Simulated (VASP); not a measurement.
# K (Im-3m) in VASP: notebook

Aim: see how the results for K move with the level of theory and the settings. Levels: r2SCAN, PBEsol. Tasks: relaxation of cell and atoms.

All numbers are computed with VASP 6.6.1; they aren't measurements. Logs are shortened: lines on timing, memory, paths and dates and some standing lists are left out, and cuts for length are marked.

## 1. Starting point

The structure is cubic, space group Im-3m (No. 229). Conventional cell: a = 5.345 Å, b = 5.345 Å, c = 5.345 Å, α = 90.00°, β = 90.00°, γ = 90.00°.

## 2. Relaxation of cell and atoms, r2SCAN

File INCAR:

```
ALGO = Normal
EDIFF = 1E-7
EDIFFG = -0.005
ENCUT = 600
IBRION = 2
ISIF = 3
ISMEAR = 1
LASPH = T
LCHARG = F
LMIXTAU = T
LREAL = F
LWAVE = F
METAGGA = R2SCAN
NELM = 80
NSW = 90
PREC = Accurate
SIGMA = 0.1
```

File KPOINTS:

```
k-points
0
Gamma
  12 12 12
```

File POSCAR:

```
K                                       
1.0
   -2.6724348205      2.6724348205      2.6724348205
    2.6724348205     -2.6724348205      2.6724348205
    2.6724348205      2.6724348205     -2.6724348205
  K             
     1
Direct
     1.0000000000000000    1.0000000000000000    0.0000000000000000
```

Potentials or basis: VASP PAW PBE potentials, release 64 (K_sv).

Run with:

```console
cat potpaw_PBE.64/K_sv/POTCAR > POTCAR
mpirun -np 1 vasp_std > vasp.out
```

OUTCAR:

```text
EDIFF = 1E-7
   EDIFFG = -0.005
   ENCUT = 600
   IBRION = 2
   ISIF = 3
   ISMEAR = 1
   LASPH = T
   LREAL = F
   METAGGA = R2SCAN
   NELM = 80
   NSW = 90
   PREC = Accurate

 ion  position               nearest neighbor table
   1  0.000  0.000  0.000-

  LATTYP: Found a body centered cubic cell.
 ALAT       =     5.3448696410

  Lattice vectors:

 A1 = (  -2.6724348205,   2.6724348205,   2.6724348205)
 A2 = (   2.6724348205,  -2.6724348205,   2.6724348205)
 A3 = (   2.6724348205,   2.6724348205,  -2.6724348205)

Analysis of symmetry for initial positions (statically):
=====================================================================
 Subroutine PRICEL returns:
 Original cell was already a primitive cell.

 Routine SETGRP: Setting up the symmetry group for a
 body centered cubic supercell.

 Subroutine GETGRP returns: Found 48 space group operations
 (whereof 48 operations were pure point group operations)
 out of a pool of 48 trial point group operations.

The static configuration has the point symmetry O_h .

Analysis of symmetry for dynamics (positions and initial velocities):
=====================================================================
 Subroutine PRICEL returns:
 Original cell was already a primitive cell.

 Routine SETGRP: Setting up the symmetry group for a
 body centered cubic supercell.

 Subroutine GETGRP returns: Found 48 space group operations
 (whereof 48 operations were pure point group operations)
 out of a pool of 48 trial point group operations.

The dynamic configuration has the point symmetry O_h .

 Subroutine INISYM returns: Found 48 space group operations
 (whereof 48 operations are pure point group operations),
 and found     1 'primitive' translations

----------------------------------------------------------------------------------------

                                     Primitive cell

  volume of cell :      76.3451

  direct lattice vectors                    reciprocal lattice vectors
    -2.672434820  2.672434820  2.672434820     0.000000000  0.187095302  0.187095302
     2.672434820 -2.672434820  2.672434820     0.187095302  0.000000000  0.187095302
     2.672434820  2.672434820 -2.672434820     0.187095302  0.187095302  0.000000000

  length of vectors
     4.628792889  4.628792889  4.628792889     0.264592714  0.264592714  0.264592714

  position of ions in fractional coordinates (direct lattice)
     0.000000000  0.000000000  0.000000000

  ion indices of the primitive-cell ions
   primitive index   ion index
                 1           1

----------------------------------------------------------------------------------------

 KPOINTS: k-points

Automatic generation of k-mesh.
 Grid dimensions read from file:
 generate k-points for:   12   12   12

 Generating k-lattice:

  Cartesian coordinates                     Fractional coordinates (reciprocal lattice)
     0.000000000  0.015591275  0.015591275     0.083333333  0.000000000  0.000000000
     0.015591275  0.000000000  0.015591275     0.000000000  0.083333333  0.000000000
     0.015591275  0.015591275  0.000000000     0.000000000  0.000000000  0.083333333

  Length of vectors
     0.022049393  0.022049393  0.022049393

  Shift w.r.t. Gamma in fractional coordinates (k-lattice)
     0.000000000  0.000000000  0.000000000

 Subroutine IBZKPT returns following result:
 ===========================================

 Found     72 irreducible k-points:

 Following reciprocal coordinates:
            Coordinates               Weight
  0.000000  0.000000  0.000000      1.000000
  0.083333  0.000000  0.000000     12.000000
  0.166667  0.000000  0.000000     12.000000
  0.250000  0.000000  0.000000     12.000000
  0.333333  0.000000  0.000000     12.000000
  0.416667  0.000000  0.000000     12.000000
[... 16 lines left out ...]
  0.333333  0.083333  0.083333     24.000000
  0.416667  0.083333  0.083333     12.000000
 [... further k-points ...]
   k-points           NKPTS =     72   k-points in BZ     NKDIM =     72   number of bands    NBANDS=      8
   number of dos      NEDOS =    301   number of ions     NIONS =      1
   total plane-waves  NPLWV =  64000
   dimension x,y,z NGX =    40 NGY =   40 NGZ =   40
   dimension x,y,z NGXF=    80 NGYF=   80 NGZF=   80
   ions per type =               1
   NGX,Y,Z   is equivalent  to a cutoff of  14.37, 14.37, 14.37 a.u.
   NGXF,Y,Z  is equivalent  to a cutoff of  28.73, 28.73, 28.73 a.u.
 SYSTEM =  unknown system
   PREC   = accura    normal or accurate (medium, high low for compatibility)
   ISTART =      0    job   : 0-new  1-cont  2-samecut
   ICHARG =      2    charge: 1-file 2-atom 10-const
   ISPIN  =      1    spin polarized calculation?
   LNONCOLLINEAR =      F non collinear calculations
   LSORBIT =      F    spin-orbit coupling
   LASPH  =      T    aspherical Exc in radial PAW
   ENCUT  =  600.0 eV  44.10 Ry    6.64 a.u.   9.24  9.24  9.24*2*pi/ulx,y,z
   NELM   =     80;   NELMIN=  2; NELMDL= -5     # of ELM steps
   EDIFF  = 0.1E-06   stopping-criterion for ELM
   LREAL  =      F    real-space projection
   EDIFFG = -.5E-02   stopping-criterion for IOM
   NSW    =     90    number of steps for IOM
   IBRION =      2    ionic relax: 0-MD 1-quasi-New 2-CG
   NFREE  =      1    steps in history (QN), initial steepest desc. (CG)
   ISIF   =      3    stress and relaxation
   ISYM   =      2    0-nonsym 1-usesym 2-fastsym
   POTIM  = 0.5000    time-step for ionic-motion
   TEBEG  =    0.0;   TEEND  =   0.0 temperature during run
   PSTRESS=    0.0 pullay stress
   NELECT =       9.0000    total number of electrons
   NUPDOWN=      -1.0000    fix difference up-down
   EMIN   =  10.00;   EMAX   =-10.00  energy-range for DOS
   EFERMI =   0.00;   METHOD = LEGACY
   ISMEAR =     1;   SIGMA  =   0.10  broadening in eV -4-tet -1-fermi 0-gaus
   EFERMI_NEDOS =   21; number of points for ismear=-14 and -15
   IALGO  =     38    algorithm
   IMIX   =      4    mixing-type and parameters
     AMIX     =   0.40;   BMIX     =  1.00
     AMIX_MAG =   1.60;   BMIX_MAG =  1.00
  volume/ion in A,a.u.               =      76.35       515.20
  Fermi-wavevector in a.u.,A,eV,Ry     =   0.802716  1.516913  8.766953  0.644353
  Thomas-Fermi vector in A             =   1.910446
   LORBIT       =      0    0 simple, 1 ext, 2 COOP (PROOUT), +10 PAW based schemes
   METAGGA = R2SCAN    functional components
   LHFCALC =     F    Hartree Fock is set to
   AEXX    =    0.0000 exact exchange contribution
   IVDW    =     0    specifies the selected vdW correction
   LEPSILON=     F    determine dielectric tensor
   LRPA    =     F    only Hartree local field effects (RPA)
 conjugate gradient relaxation of ions
 non-spin polarized calculation
 Methfessel and Paxton  Order N= 1 SIGMA  =   0.10
  energy-cutoff  :      600.00
  volume of cell :       76.35
 maximum number of plane-waves:      2578
 NGX is ok and might be reduce to    40
   NGX = 19   NGY = 19   NGZ = 19

 number of electron       9.0000001 magnetization

 Free energy of the ion-electron system (eV)
  ---------------------------------------------------
  ext. energy  EPLUGINS =         0.00000000
  ---------------------------------------------------
  free energy    TOTEN  =        -6.01163469 eV

  energy without entropy =       -6.01074932  energy(sigma->0) =       -6.01133957

 E-fermi :  -0.1669     XC(G=0):  -5.8143

 val. band max:       -0.1866096494   @ k =   0.2500   0.2500   0.0000
 cond. band min:      -0.1138628527   @ k =   0.3333   0.1667   0.0000
 fundamental gap:      0.0727467967
 Fermi energy:        -0.1669493011

 k-point     1 :       0.0000    0.0000    0.0000
  band No.  band energies     occupation
      1     -33.8245      2.00000
      2     -16.4987      2.00000
      3     -16.4987      2.00000
      4     -16.4987      2.00000
      5      -2.3962      2.00000
      6       4.5711      0.00000
      7       4.5711      0.00000
      8       4.5711      0.00000

 k-point     2 :       0.0833    0.0000    0.0000
  band No.  band energies     occupation
      1     -33.8243      2.00000
      2     -16.5028      2.00000
      3     -16.5000      2.00000
      4     -16.4987      2.00000
      5      -2.3068      2.00000
      6       4.4186      0.00000
      7       4.4433      0.00000
      8       4.6404      0.00000

 k-point     3 :       0.1667    0.0000    0.0000
  band No.  band energies     occupation
      1     -33.8236      2.00000
      2     -16.5141      2.00000
      3     -16.5038      2.00000
      4     -16.4987      2.00000
      5      -2.0422      2.00000
      6       3.8409      0.00000
      7       4.1485      0.00000
      8       4.8465      0.00000

 k-point     4 :       0.2500    0.0000    0.0000
  band No.  band energies     occupation
      1     -33.8227      2.00000
      2     -16.5294      2.00000
      3     -16.5088      2.00000
      4     -16.4987      2.00000
      5      -1.6131      2.00000
      6       3.0286      0.00000
      7       3.8262      0.00000
      8       5.1842      0.00000

 k-point     5 :       0.3333    0.0000    0.0000
  band No.  band energies     occupation
      1     -33.8218      2.00000
      2     -16.5445      2.00000
      3     -16.5139      2.00000
      4     -16.4987      2.00000
      5      -1.0371      2.00000
      6       2.1650      0.00000
      7       3.5600      0.00000
      8       5.3604      0.00000
[... 177 lines left out ...]
 k-point    22 :       0.2500    0.0833    0.0833
  band No.  band energies     occupation
      1     -33.8217      2.00000
      2     -16.5451      2.00000
      3     -16.5138      2.00000
      4     -16.5022      2.00000
      5      -0.8757      2.00000
      6       2.2188      0.00000
      7       3.0871      0.00000
      8       5.2016      0.00000

 k-point    23 :       0.3333    0.0833    0.0833
  band No.  band energies     occupation
      1     -33.8211      2.00000
      2     -16.5526      2.00000
      3     -16.5192      2.00000
      4     -16.5025      2.00000
      5      -0.1870      1.33173
      6       1.4032     -0.00000
      7       2.9273      0.00000
      8       5.0316      0.00000

 k-point    24 :       0.4167    0.0833    0.0833
  band No.  band energies     occupation
      1     -33.8209      2.00000
      2     -16.5552      2.00000
      3     -16.5213      2.00000
      4     -16.5025      2.00000
      5       0.5759     -0.00000
      6       0.5979     -0.00000
      7       2.8735      0.00000
      8       4.9341      0.00000

 [... further k-points ...]
[... 5 lines left out ...]
  --------------------------------------------------------------------------------------
  -------------------------------------------------------------------------------------
  Total        0.0018895      0.0018895      0.0018895      0.0000000     -0.0000000      0.0000000
  in kB        0.0396532      0.0396532      0.0396532      0.0000000     -0.0000000      0.0000000
  external PRESSURE =       0.0396532 kB  Pullay stress =       0.0000000 kB

 VOLUME and BASIS-vectors are now :
 -----------------------------------------------------------------------------
  energy-cutoff  :      600.00
  volume of cell :       76.35
      direct lattice vectors                 reciprocal lattice vectors
    -2.672434820  2.672434820  2.672434820     0.000000000  0.187095302  0.187095302
     2.672434820 -2.672434820  2.672434820     0.187095302  0.000000000  0.187095302
     2.672434820  2.672434820 -2.672434820     0.187095302  0.187095302  0.000000000

 POSITION                                       TOTAL-FORCE (eV/Angst)
 -----------------------------------------------------------------------------------
      0.00000      0.00000      0.00000         0.000000      0.000000     -0.000000
 -----------------------------------------------------------------------------------
    total drift:                               -0.000000      0.000000     -0.000000

  FREE ENERGIE OF THE ION-ELECTRON SYSTEM (eV)
  ---------------------------------------------------
  free  energy   TOTEN  =        -6.0116346927 eV

  energy  without entropy=       -6.0107493157  energy(sigma->0) =       -6.01133957

 reached required accuracy - stopping structural energy minimisation
```

It took 3.5 min on 1 thread of Intel Xeon 6975P-C (Granite Rapids), shared host; peak memory 0.27 GiB.

What came out:

| Property | Result |
| --- | --- |
| Free energy | -6.0116 eV |
| Pressure after relaxing | 0.0 GPa |
| Band gap on the k mesh | none (metal or under the smearing width) |

Final structure:
```
CELL_PARAMETERS angstrom
-2.67243 2.67243 2.67243
2.67243 -2.67243 2.67243
2.67243 2.67243 -2.67243
ATOMIC_POSITIONS crystal
K 0.00000 0.00000 0.00000
```

Caveat: the relaxation stopped at its first step, so nothing moved; the PAW data sets were made with another functional, which shifts forces and pressure a little.

## 3. Relaxation of cell and atoms, PBEsol

This run uses another cell than the first one, of 71.32 Å³/atom, 0.934 times its volume.

File INCAR:

```
PREC = Accurate
ENCUT = 600
EDIFF = 1E-6
ISMEAR = 1
SIGMA = 0.1
LREAL = F
LASPH = T
NELM = 80
ALGO = Normal
ISIF = 3
LWAVE = F
LCHARG = F
GGA = PS
IBRION = 2
NSW = 90
EDIFFG = -0.01
```

File KPOINTS:

```
Automatic mesh
0
Gamma
  12 12 12
```

File POSCAR:

```
K
1.0
   -2.6125000000      2.6125000000      2.6125000000
    2.6125000000     -2.6125000000      2.6125000000
    2.6125000000      2.6125000000     -2.6125000000
K
1
Direct
    0.0000000000      0.0000000000      0.0000000000
```

Potentials or basis: VASP PAW PBE potentials, release 64 (K_sv).

Run with:

```console
cat potpaw_PBE.64/K_sv/POTCAR > POTCAR
mpirun -np 1 vasp_std > vasp.out
```

Run time: 14 s. Hardware: 1 thread of Intel Xeon Platinum 8559C (Emerald Rapids), shared host; peak memory 0.22 GiB.

It converged, with:

```
Free energy             : -1.1320 eV
Pressure after relaxing : 0.0 GPa
Band gap on the k mesh  : none (metal or under the smearing width)
```

Final structure:
```
K
1.0
    -2.61250    2.61250    2.61250
     2.61250   -2.61250    2.61250
     2.61250    2.61250   -2.61250
K
1
Direct
  0.00000 0.00000 0.00000
```

Levels at points of the mesh, in eV from the Fermi level:
| k point | band 1 | band 2 | band 3 | band 4 | band 5 | band 6 | band 7 | band 8 |
| --- | --- | --- | --- | --- | --- | --- | --- | --- |
| (0.00, 0.00, 0.00) | -31.96 | -15.46 | -15.46 | -15.46 | -2.18 | 4.34 | 4.34 | 4.34 |
| (0.50, 0.00, 0.00) | -31.95 | -15.54 | -15.49 | -15.46 | 0.46 | 0.72 | 3.19 | 4.96 |
| (0.50, 0.50, 0.50) | -31.95 | -15.52 | -15.52 | -15.52 | 1.68 | 1.68 | 3.57 | 3.57 |

Caveat: the relaxation stopped at its first step, so nothing moved; the PAW data sets were made with another functional, which shifts forces and pressure a little.
